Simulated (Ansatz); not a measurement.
# InH3: further runs on a relaxed guess

The task, for InH3: see whether it has a gap, which orbitals make up the states near it and how charge is shared.

Method: DFT PBE, scalar-relativistic, plane waves, PAW, in Ansatz 0.2.0.

1 further run of the same task is left out (set aside as unsound or not needed).

**1. The starting structure**

The structure is hexagonal, space group P6/mmm (No. 191). The conventional cell has a = 7.492 Å, b = 7.492 Å, c = 3.866 Å, α = 90.00°, β = 90.00°, γ = 120.00°. Around In (site symmetry mmm) lie 6 H at 1.93 Å. H (site symmetry mmm) is surrounded by 2 In at 1.93 Å. Around H (site symmetry mm2) lie 2 In at 1.93 Å.

Structure file:

```
CELL_PARAMETERS angstrom
7.49195 0.00000 0.00000
-3.74597 6.48822 0.00000
0.00000 0.00000 3.86623
ATOMIC_POSITIONS crystal
In 0.50000 0.00000 0.00000
In 0.50000 0.50000 0.00000
In 0.00000 0.50000 0.00000
H 0.50000 0.00000 0.50000
H 0.57340 0.78670 0.00000
H 0.42660 0.21330 0.00000
H 0.21330 0.78670 0.00000
H 0.78670 0.21330 0.00000
H 0.50000 0.50000 0.50000
H 0.21330 0.42660 0.00000
H 0.78670 0.57340 0.00000
H 0.00000 0.50000 0.50000
```

The cell was relaxed beforehand at this level, from a generated guess; it needn't be the stable form of this composition. At a tolerance of 0.05 Å it has space group P6/mmm (No. 191); it has 15.66 Å³/atom, an uncorrected energy of +0.33 eV/atom over the elements.

**2. Electronic structure at the relaxed geometry**

Input file input.yaml:

```yaml
crystal:
  lattice:
    - [7.4919460844, 0.0, 0.0]
    - [-3.7459730422, 6.4882156329, 0.0]
    - [0.0, 0.0, 3.866230182]
  atoms:
    - { symbol: In, position: [0.5, 0.0, 0.0] }
    - { symbol: In, position: [0.5, 0.5, 0.0] }
    - { symbol: In, position: [0.0, 0.5, 0.0] }
    - { symbol: H, position: [0.5, 0.0, 0.5] }
    - { symbol: H, position: [0.573401454, 0.786700727, 0.0] }
    - { symbol: H, position: [0.426598546, 0.213299273, 0.0] }
    - { symbol: H, position: [0.213299273, 0.786700727, 0.0] }
    - { symbol: H, position: [0.786700727, 0.213299273, 0.0] }
    - { symbol: H, position: [0.5, 0.5, 0.5] }
    - { symbol: H, position: [0.213299273, 0.426598546, 0.0] }
    - { symbol: H, position: [0.786700727, 0.573401454, 0.0] }
    - { symbol: H, position: [0.0, 0.5, 0.5] }
basis:
  ecutwfc: 420
kpoints:
  mp_grid: { grid: [6, 6, 10] }
  band_path:
    path:
      - [[0.0, 0.0, 0.0], [0.5, 0.0, 0.0], [0.33333333, 0.33333333, 0.0], [0.0, 0.0, 0.0], [0.0, 0.0, 0.5], [0.5, 0.0, 0.5], [0.33333333, 0.33333333, 0.5], [0.0, 0.0, 0.5]]
      - [[0.5, 0.0, 0.5], [0.5, 0.0, 0.0]]
      - [[0.33333333, 0.33333333, 0.5], [0.33333333, 0.33333333, 0.0]]
    npoints: 10
hamiltonian:
  xc: pbe
scf:
  occupations: { method: gaussian, width: 0.1 }
  n_extra_bands: 30
output:
  forces: true
  stress: true
  eigenvalues: true
  populations: true
  dos: { projected: true, de: 0.02, nscf_kmesh: { grid: [8, 8, 12] } }
  bader: false
  write_density: true
  write_potential: true
  elf: true
  volumetric_format: npy
```

Launch:

```console
$ ansatz run input.yaml --threads 1 --pin off --max-ram 2560MiB --backend cpu --events-out ev --progress --plain --runs-dir out
```

The log of the run:

```text
Warning: RAYON_NUM_THREADS=1 ignored (pool sized by the plan → 1); use --threads N
scf.n_extra_bands = 30 over 24 filled bands (N_el = 48.0): the run solves 54 bands
Engine: ansatz 0.2.0, aarch64-unknown-linux-gnu
Pseudopotentials: kind: paw
Pseudopotential: In, paw, valence charge 13, recommended cutoff 420 eV (normal), In.paw.azcp
Pseudopotential: H, paw, valence charge 1, recommended cutoff 420 eV (normal), H.paw.azcp
Functional definition: PBE
  parameter kappa = 0.804
  parameter beta = 0.06672455060314922
  exchange = pbe_x(kappa = kappa, mu = beta*pi^2/3)
  correlation = pbe_c(beta = beta)
Crystal: 12 atoms, lattice volume = 187.935 Å³
Basis set: ecut = 420 eV, 3661 PW (Γ), exchange–correlation on 108×108×54 points (8 copies of the dense FFT grid, shifted against one another)
Bands: 54, of which v1, the nominal top of the filled ones, is band 24 counted from 1 (23 counted from 0)
Symmetry: 24 space group operations
Space group: P6/mmm (ITA 191), of the structure as read, at distance tolerance 5.7e-5 Å
k-points: 42 of 360
Non-local potential: In, projectors of the file, l = 0: 2, l = 1: 2, l = 2: 2, l = 3: 2
Non-local potential: H, projectors of the file, l = 0: 2, l = 1: 1
PAW form: soft (Blöchl's): semilocal exchange-correlation on the pseudo side does not see the compensation charge
PAW one-centre angular grid: In, 590 points (default); XC on 64 Gauss nodes
PAW one-centre angular grid: H, 110 points (default); XC on 64 Gauss nodes
Initial density: superposition of atomic densities (neutral atoms: chi_scale 0, normalization atom), corrected by the library's trained network
Initial wavefunctions: pseudopotential atomic-orbital guess
Functional: x = pbe(κ = 0.804, μ = 0.2195149727645171), c = pbe(β = 0.06672455060314922)
SCF iter   1: F=—  HF=-16932.485492 eV  |F-HF|=—  |Δ(HF+E_count)|=         —  Δρ=3.35e-3  dr2=4.17e-2  ethr=1.77e-3  ⟨swp⟩=5.8  Hψ=10595  notcnv=0  defer=602
preconditioner: auto → LDOS  [metal: Δε(μ)=0.110 eV  Ē_g=19.950 eV  σ=0.100 eV  W_gap=0.45  n_scr=32 (ndim 8)  ℏωp=18.8 eV  f_vac=0.232  D(μ)=1.02/eV (n_scr^D=6)  β→1.0]
SCF iter   2: F=—  HF=-16932.469921 eV  |F-HF|=—  |Δ(HF+E_count)|=   1.56e-2  Δρ=8.08e-4  dr2=1.58e-3  ethr=8.69e-5  ⟨swp⟩=2.3  Hψ=3029  notcnv=0  defer=866
SCF iter   3: F=—  HF=-16932.469511 eV  |F-HF|=—  |Δ(HF+E_count)|=   4.10e-4  Δρ=2.31e-4  dr2=8.47e-5  ethr=3.28e-6  ⟨swp⟩=2.4  Hψ=2261  notcnv=0  defer=866
SCF iter   4: F=—  HF=-16932.469489 eV  |F-HF|=—  |Δ(HF+E_count)|=   2.22e-5  Δρ=5.89e-5  dr2=5.12e-6  ethr=1.76e-7  ⟨swp⟩=2.0  Hψ=2307  notcnv=0  defer=866
iter 5 did not close the SCF: its close was put off for the readings that it lacked (scf_convergence_deferred on its scf_iter line)
SCF iter   5: F=-16932.469488 eV  HF=-16932.469488 eV  |F-HF|=5.60e-8  |Δ(HF+E_count)|=   1.46e-6  Δρ=6.14e-6  dr2=6.33e-8  ethr=1.07e-8  ⟨swp⟩=2.0  Hψ=2152  notcnv=0  defer=866
SCF iter   6: F=-16932.469488 eV  HF=-16932.469488 eV  |F-HF|=2.31e-9  |Δ(HF+E_count)|=   6.03e-8  Δρ=1.16e-6  dr2=1.85e-9  ethr=1.32e-10  ⟨swp⟩=16.3  Hψ=19114  notcnv=0
SCF 1 converged in 6 iterations: F = -16932.469488 eV  dr2 = 1.85e-9
NSCF: frozen V_eff on 93 k-points
NSCF: frozen V_eff on 70 k-points
WARN: The input density's exchange-correlation potential varies sharply where the density is thin. Do not read a vacuum level from v_tot or v_xc, or from such a field of the output density. On a cell that repeats whose density bears no net charge and no dipole along the vacuum's axis use v_es (v_loc + v_h of the components); under efield.dipole_correction with no amplitude use v_es + v_field, which holds any external_charges[].barrier, or the levels of the report's work_function block, which leave it out; under a non-zero efield.amplitude the vacuum is tilted and has no level; on a cell that repeats and bears such a dipole with no correction it is tilted too, and efield.dipole_correction with no amplitude gives each side of its ramp a level where efield: is served; in a cell that repeats whose density bears a net charge (total_charge, or a fill off its count) it is curved and has none; of a slab under crystal.periodic whose density bears no net charge use v_es, which has a level on each side, short of where the two are joined; of another it falls or rises all the way out and has none; of a slab beside external_charges read slab_vacuum_level instead, which it has where they leave it neutral. The grid or the basis barely resolves most such structure, and the values can differ between equally converged runs; as a rule a tighter scf.convergence.dr2_threshold does not remove it. Where the density itself ripples (under the LDA too) a higher basis.ecutwfc lessens it. The files hold the spikes' plane waves up to the density's cutoff. Files: v_tot and the like, and their columns of v_z.tsv (output.write_potential); v_xc and the like, and their columns of v_comp_z.tsv (output.write_potential_components); where files of the output density stand in their place, no point of their own thin density is over the threshold below, and this is of outcome.potential() and, of a run that writes arrays (npy), the arrays of these names. Measured: with its Gaussian average of σ = 0.25 Å subtracted twice, the exchange-correlation potential is over 0.1 eV at 631 of the grid points where the equally averaged density (valence and model cores) is under 1e-3 e/Å³, and 1.37 eV at the most among them, at an averaged density of 2.6e-4 e/Å³. See output.write_potential in the manual, Limitations
SCF converged after 6 iterations
Free energy (F): -16932.469488 eV
Harris-Foulkes:  -16932.469488 eV  (|F-HF|=2.31e-9)
Internal energy: -16932.463711 eV  (E = F + TS)
E sigma→0 (E₀):  -16932.466599 eV
Entropy (-TS):   -0.005777 eV (-0.481 meV/atom)
Fermi energy:    2.154004 eV
--- Per-component energies (eV) ---
  E_band       = -397.183507
  E_kinetic    = 848.033650
  E_local      = -5403.566506  (includes V_loc(G=0)·N_el)
  E_nonlocal   = 1116.920326
  E_hartree    = 2181.295992
  E_xc         = -721.866403
  E_vxc        = -396.309257  (∫ρ·V_xc dr)
  E_paw        = -12475.207480  (= ΣΔE_a)
  E_vpaw       = -924.841838  (= ΣTr[D̂ρ^β])
  E_aug_tail   = -0.010968  (compensation charges beyond the density's cutoff)
  E_ewald      = -2478.062322
  E_smearing   = -0.005777  (= −TS)
  E_closure    = 0.000000  (closes the sum)
  Σ components = -16932.469488   (vs F -16932.469488, Δ=0.00e0)
--- Forces (eV/Å), atoms counted from 1 ---
  atom   1  In     0.00000000    -0.00000000     0.00000000
  atom   2  In     0.00000000     0.00000000     0.00000000
  atom   3  In     0.00000000     0.00000000     0.00000000
  atom   4  H      0.00000000    -0.00000000     0.00000000
  atom   5  H     -0.00248326    -0.00143371     0.00000000
  atom   6  H      0.00248326     0.00143371     0.00000000
  atom   7  H      0.00248326    -0.00143371     0.00000000
  atom   8  H     -0.00248326     0.00143371     0.00000000
  atom   9  H      0.00000000     0.00000000     0.00000000
  atom  10  H      0.00000000     0.00286742     0.00000000
  atom  11  H      0.00000000    -0.00286742     0.00000000
  atom  12  H      0.00000000    -0.00000000     0.00000000
  max |Σ_I F_I| component: 1.30e-18 eV/Å
--- Stress (GPa, compression-positive) ---
       -0.006689      -0.000000       0.000000
        0.000000      -0.006689       0.000000
        0.000000       0.000000       0.006897
  P = ⅓ Tr σ = -0.0022 GPa (-0.022 kbar)
--- Band table (eV; the first three rows and the last of 42) ---
  k-point 0: bands = ["-12.3502", "-12.3502", "-12.3468", "-12.1840", "-12.1840", "-12.0239", "-11.9817", "-11.9592", "-11.9502", "-11.9502", "-11.9358", "-11.9358", "-11.9252", "-11.9105", "-11.9105", "-6.6020", "-4.2105", "-4.2105", "-2.7509", "-2.1066", "-2.1066", "2.1147", "2.2629", "2.2629", "5.8687", "5.9075", "6.1641", "6.7046", "6.7046", "7.6102", "7.6102", "7.9471", "7.9471", "8.3804", "10.1886", "10.1922", "10.1922", "12.2222", "12.2272", "12.8932", "12.9455", "12.9455", "13.1455", "13.1455", "13.2188", "13.2188", "14.7539", "15.5207", "16.1773", "16.1773", "16.7558", "16.9576", "16.9576", "17.0695"]
  k-point 1: bands = ["-12.3433", "-12.3433", "-12.3271", "-12.1674", "-12.1674", "-12.0232", "-11.9815", "-11.9630", "-11.9535", "-11.9535", "-11.9354", "-11.9354", "-11.9280", "-11.9132", "-11.9132", "-6.5196", "-4.1280", "-4.1280", "-2.7137", "-2.0725", "-2.0725", "1.5232", "2.0324", "2.0324", "5.6423", "6.2444", "6.2607", "6.2607", "6.6920", "6.7778", "6.7778", "8.1896", "9.6246", "9.6246", "9.7469", "9.7469", "10.3680", "11.1307", "12.7939", "12.7939", "12.9016", "13.2528", "13.2528", "13.7593", "13.8255", "13.8377", "13.8377", "14.9799", "15.2738", "15.2738", "16.2035", "16.6331", "16.6331", "17.7634"]
  k-point 2: bands = ["-12.3298", "-12.3298", "-12.2755", "-12.1191", "-12.1191", "-12.0210", "-11.9811", "-11.9728", "-11.9623", "-11.9623", "-11.9353", "-11.9342", "-11.9342", "-11.9202", "-11.9202", "-6.2748", "-3.8757", "-3.8757", "-2.6135", "-1.9808", "-1.9808", "0.2992", "1.3096", "1.3096", "5.3452", "5.3452", "5.8076", "6.4703", "6.9788", "6.9788", "7.6215", "7.6521", "8.8974", "8.8974", "10.5920", "10.6176", "11.2415", "11.2415", "12.2831", "12.9499", "12.9499", "13.5049", "13.5049", "13.6217", "14.0468", "14.5766", "14.5766", "14.6145", "14.6145", "14.8732", "15.5751", "15.7710", "15.7710", "18.1267"]
  k-point 41: bands = ["-12.2764", "-12.1638", "-12.1638", "-12.0376", "-12.0376", "-12.0053", "-11.9787", "-11.9780", "-11.9780", "-11.9776", "-11.9776", "-11.9606", "-11.9606", "-11.9449", "-11.9323", "-4.4251", "-4.4251", "-3.1744", "-2.1368", "-2.1368", "-1.7620", "-0.9154", "-0.9154", "0.9470", "1.7714", "4.5268", "4.5268", "6.7278", "7.4385", "7.4385", "8.5152", "8.5152", "9.0833", "9.0833", "9.4338", "10.4363", "10.7626", "10.9604", "10.9604", "12.3141", "12.3141", "12.3859", "14.0097", "14.0097", "14.5074", "14.6298", "14.6298", "15.0960", "16.5861", "17.3104", "17.3104", "17.3506", "18.1434", "18.1434"]
--- Löwdin populations: 12 sites ---
  site symbol       q [e]
     0     In     12.3821
     1     In     12.3821
     2     In     12.3821
     3      H      1.1993
     4      H      1.1795
     5      H      1.1795
     6      H      1.1795
     7      H      1.1795
     8      H      1.1993
     9      H      1.1795
    10      H      1.1795
    11      H      1.1993
  spilling = 0.003720 (of n_electrons = 48.000000)
```

Wall time 77 s (1 thread of Arm Neoverse V1, shared host); peak memory 0.78 GiB.

Per atom:

```tsv
atom	Löwdin electrons
In1	12.38
In2	12.38
In3	12.38
H4	1.20
H5	1.18
H6	1.18
H7	1.18
H8	1.18
H9	1.20
H10	1.18
H11	1.18
H12	1.20
```

The Löwdin counts miss 0.18 of the 48 electrons, which the atomic orbitals do not span, so they are no charges.

From bands.tsv, the levels nearest the Fermi level at the path's corners, in eV from the Fermi level:

```tsv
point	band 21	band 22	band 23	band 24	band 25	band 26	band 27	band 28
Γ	-4.26	-0.04	0.11	0.11	3.71	3.75	4.01	4.55
M	-2.28	-2.04	-1.69	0.04	3.63	4.09	4.17	4.47
K	-2.71	-1.50	-0.86	-0.86	3.74	3.74	3.89	4.43
Γ	-4.26	-0.04	0.11	0.11	3.71	3.75	4.01	4.55
A	-3.91	-3.91	-3.88	-3.88	2.69	2.69	4.18	5.01
L	-4.07	-3.91	-2.29	-1.69	0.15	1.14	4.50	4.71
H	-3.92	-3.07	-3.07	-1.21	-0.38	2.37	2.37	4.57
A	-3.91	-3.91	-3.88	-3.88	2.69	2.69	4.18	5.01
L	-4.07	-3.91	-2.29	-1.69	0.15	1.14	4.50	4.71
M	-2.28	-2.04	-1.69	0.04	3.63	4.09	4.17	4.47
H	-3.92	-3.07	-3.07	-1.21	-0.38	2.37	2.37	4.57
K	-2.71	-1.50	-0.86	-0.86	3.74	3.74	3.89	4.43
```

Counts of states by energy window (eV from the Fermi level), total and by projection:

```
from  to  total  In 5s  In 5p  H 1s
  -8  -7   1.79   0.69   0.23  0.83
  -7  -6   2.19   0.86   0.29  1.00
  -6  -5   1.04   0.38   0.17  0.47
  -5  -4   2.18   0.08   0.87  1.19
  -4  -3   3.93   0.10   1.42  2.33
  -3  -2   2.62   0.15   0.75  1.65
  -2  -1   2.20   0.10   0.48  1.55
  -1   0   1.24   0.05   0.15  0.98
   0   1   0.62   0.30   0.17  0.13
   1   2   1.32   0.58   0.48  0.23
   2   3   1.33   0.48   0.54  0.28
   3   4   2.14   0.49   1.17  0.33
   4   5   3.32   0.17   1.44  0.37
   5   6   4.87   0.08   2.29  0.70
```

A further 31 or so states lie below the table's range.

Density in a lattice plane of the grid's cell (edges 7.49 and 7.49 Å, at 0.000 of the third edge), which holds In and H.

Values in e/Å³, 12 rows by 12 columns:
```
 0.00  0.01  0.04  0.16  0.44  2.97  3.08  0.45  0.16  0.04  0.01  0.00
 0.01  0.04  0.30  0.86  0.37  0.36  0.37  0.91  0.28  0.04  0.01  0.01
 0.04  0.16  0.86  0.57  0.12  0.12  0.52  0.95  0.16  0.04  0.04  0.04
 0.20  0.44  0.37  0.12  0.05  0.12  0.37  0.44  0.19  0.16  0.28  0.16
 3.06  2.97  0.36  0.12  0.12  0.36  3.09  2.94  0.44  0.95  0.91  0.45
13.12  3.08  0.37  0.52  0.37  3.09 13.12  3.09  0.37  0.52  0.37  3.08
 3.06  0.45  0.91  0.95  0.44  2.94  3.09  0.36  0.12  0.12  0.36  2.97
 0.20  0.16  0.28  0.16  0.19  0.44  0.37  0.12  0.05  0.12  0.37  0.44
 0.04  0.04  0.04  0.04  0.16  0.95  0.52  0.12  0.12  0.57  0.86  0.16
 0.01  0.01  0.01  0.04  0.28  0.91  0.37  0.36  0.37  0.86  0.30  0.04
 0.00  0.00  0.01  0.04  0.16  0.45  3.08  2.97  0.44  0.16  0.04  0.01
 0.00  0.00  0.01  0.04  0.20  3.06 13.12  3.06  0.20  0.04  0.01  0.00
```
Columns run along the first of these edges and rows up along the second, over one cell in 12 and 12 even steps from the bottom left corner. Atoms in the plane (fractional): In at (0.50, 0.00), In at (0.50, 0.50), In at (1.00, 0.50), H at (0.57, 0.79), H at (0.43, 0.21), H at (0.21, 0.79), H at (0.79, 0.21), H at (0.21, 0.43), H at (0.79, 0.57).

ELF in the same plane.

Values, 12 rows by 12 columns:
```
0.00 0.04 0.47 0.66 0.24 0.15 0.14 0.25 0.66 0.47 0.04 0.00
0.02 0.47 0.99 0.99 0.41 0.20 0.42 0.99 0.99 0.48 0.02 0.04
0.10 0.66 0.99 0.98 0.32 0.31 0.99 0.99 0.66 0.11 0.48 0.47
0.18 0.24 0.41 0.32 0.04 0.29 0.42 0.25 0.19 0.66 0.99 0.66
0.14 0.15 0.20 0.31 0.29 0.20 0.14 0.15 0.25 0.99 0.99 0.25
0.00 0.14 0.42 0.99 0.42 0.14 0.00 0.14 0.42 0.99 0.42 0.14
0.14 0.25 0.99 0.99 0.25 0.15 0.14 0.20 0.29 0.31 0.20 0.15
0.18 0.66 0.99 0.66 0.19 0.25 0.42 0.29 0.04 0.32 0.41 0.24
0.10 0.47 0.48 0.11 0.66 0.99 0.99 0.31 0.32 0.98 0.99 0.66
0.02 0.04 0.02 0.48 0.99 0.99 0.42 0.20 0.41 0.99 0.99 0.47
0.00 0.00 0.04 0.47 0.66 0.25 0.14 0.15 0.24 0.66 0.47 0.04
0.00 0.00 0.02 0.10 0.18 0.14 0.00 0.14 0.18 0.10 0.02 0.00
```
Columns run along the first of these edges and rows up along the second, over one cell in 12 and 12 even steps from the bottom left corner. Atoms in the plane (fractional): In at (0.50, 0.00), In at (0.50, 0.50), In at (1.00, 0.50), H at (0.57, 0.79), H at (0.43, 0.21), H at (0.21, 0.79), H at (0.79, 0.21), H at (0.21, 0.43), H at (0.79, 0.57).

Both are smooth fields of the valence electrons: close to the nuclei they are not physical.

Outside the cores ELF peaks at 1.00 at H.

**3. The same system, input altered**

Input file input.yaml:

```yaml
crystal:
  lattice:
    - [7.4919460844, 0.0, 0.0]
    - [-3.7459730422, 6.4882156329, 0.0]
    - [0.0, 0.0, 3.866230182]
  atoms:
    - { symbol: In, position: [0.5, 0.0, 0.0] }
    - { symbol: In, position: [0.5, 0.5, 0.0] }
    - { symbol: In, position: [0.0, 0.5, 0.0] }
    - { symbol: H, position: [0.5, 0.0, 0.5] }
    - { symbol: H, position: [0.573401454, 0.786700727, 0.0] }
    - { symbol: H, position: [0.426598546, 0.213299273, 0.0] }
    - { symbol: H, position: [0.213299273, 0.786700727, 0.0] }
    - { symbol: H, position: [0.786700727, 0.213299273, 0.0] }
    - { symbol: H, position: [0.5, 0.5, 0.5] }
    - { symbol: H, position: [0.213299273, 0.426598546, 0.0] }
    - { symbol: H, position: [0.786700727, 0.573401454, 0.0] }
    - { symbol: H, position: [0.0, 0.5, 0.5] }
basis:
  ecutwfc: 420
kpoints:
  mp_grid: { grid: [6, 6, 10] }
hamiltonian:
  xc: pbe
scf:
  occupations: { method: fixed }
  max_iter: 80
output:
  forces: true
  eigenvalues: true
  stress: true
```

Launch:

```console
$ ansatz run input.yaml --threads 1 --pin off --max-ram 2560MiB --backend cpu --events-out ev --progress --plain --runs-dir out
```

The log of the run (excerpt; [...] marks lines left out):

```text
Warning: RAYON_NUM_THREADS=1 ignored (pool sized by the plan → 1); use --threads N
[...]
[... 4 set-up lines as earlier in the session ...]
[...]
Crystal: 12 atoms, lattice volume = 187.935 Å³
Basis set: ecut = 420 eV, 3661 PW (Γ), exchange–correlation on 108×108×54 points (8 copies of the dense FFT grid, shifted against one another)
Bands: 36, of which v1, the nominal top of the filled ones, is band 24 counted from 1 (23 counted from 0)
[... 2 set-up lines as earlier in the session ...]
k-points: 42 of 360
[...]
SCF iter   1: F=—  HF=-16932.469008 eV  |F-HF|=—  |Δ(HF+E_count)|=         —  Δρ=3.80e-3  dr2=5.10e-2  ethr=1.77e-3  ⟨swp⟩=5.0  Hψ=5635  notcnv=0  defer=397
[...]
SCF iter   6: F=-16932.450953 eV  HF=-16932.450953 eV  |F-HF|=4.07e-8  |Δ(HF+E_count)|=   6.45e-7  Δρ=4.77e-6  dr2=3.05e-8  ethr=2.08e-10  ⟨swp⟩=12.2  Hψ=8927  notcnv=0
[...]
SCF converged after 6 iterations
Free energy (F): -16932.450953 eV
[...]
E sigma→0 (E₀):  -16932.450953 eV
Fermi energy:    2.273447 eV
[...]
--- Forces (eV/Å), atoms counted from 1 ---
  atom   1  In     0.00000000     0.00000000     0.00000000
  atom   2  In     0.00000000    -0.00000000     0.00000000
  atom   3  In     0.00000000     0.00000000     0.00000000
  atom   4  H     -0.00000000    -0.00000000     0.00000000
  atom   5  H     -0.00860503    -0.00496812     0.00000000
  atom   6  H      0.00860503     0.00496812     0.00000000
  atom   7  H      0.00860503    -0.00496812     0.00000000
  atom   8  H     -0.00860503     0.00496812     0.00000000
[...]
--- Stress (GPa, compression-positive) ---
       -0.055106      -0.000000       0.000000
        0.000000      -0.055106       0.000000
        0.000000       0.000000      -0.004114
  P = ⅓ Tr σ = -0.0381 GPa (-0.381 kbar)
--- Band table (eV; the first three rows and the last of 42) ---
[...]
```

Wall time 15 s (1 thread of Arm Neoverse V1, shared host); peak memory 0.5 GiB.

**4. Can this result be trusted?**

The program finished normally, with warnings (band overlap at count, metallic iterate). That alone doesn't make the input a sound one.

Look at the input: scf.occupations.method is fixed; scf.occupations.width is missing. What could go wrong: fixed occupations where they can't hold. It still converged here, which does not make the setting sound.

The way back: set scf.occupations.method to gaussian and scf.occupations.width to 0.1.

```tsv
run	ending	energy change	pressure (GPa)	gap (eV)	force (eV/Å)	cycles	time
step 2	converged	0	0.0	0.00	0.00	6	77 s
altered	converged	+1.3 meV/atom (σ→0)	0.0	0.00	0.01	6	15 s
```

Changing the smearing moves the energy by +1.3 meV/atom (σ→0 values).

**5. Summary of results**

```
                 quantity                 value
                      gap          none (metal)
states at the Fermi level  0.88 per eV per cell
```

**Reading.** It comes out metallic. Of the projected weight within 0.25 eV of the Fermi level, the largest part is H 1s (59 %) and In 5s (24 %).
